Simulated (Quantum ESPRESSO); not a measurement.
A Quantum ESPRESSO 7.5 run (LDA) on a crystal of composition Si lists these optical modes at the zone centre:

```csv
symmetry,cm⁻¹,components,active in
E2u,94,2,silent
B1g,373,1,silent
B2u,415,1,silent
E2g,493,2,Raman
E1g,508,2,Raman
A1g,508,1,Raman
```

Problem. How many atoms does the primitive cell hold, does the crystal have a centre of inversion, and what is its point group?

Solution. 9 optical and 3 acoustic modes make 4 atoms. The labels g and u show a centre of inversion, so no mode is both infrared and Raman active. The point group is 6/mmm (space group P6_3/mmc, No. 194).

The cell:

```xyz
4
Lattice="3.8015 0.0000 0.0000 -1.9007 3.2922 0.0000 0.0000 0.0000 6.2865" Properties=species:S:1:pos:R:3 pbc="T T T"
Si    0.0000    2.1948    0.3962
Si    1.9007    1.0974    3.5394
Si    1.9007    1.0974   -0.3962
Si    0.0000    2.1948    2.7470
```

Caveat: on a mesh that holds Γ this program's dielectric tensor can be off by some percent beyond the error of the mesh.
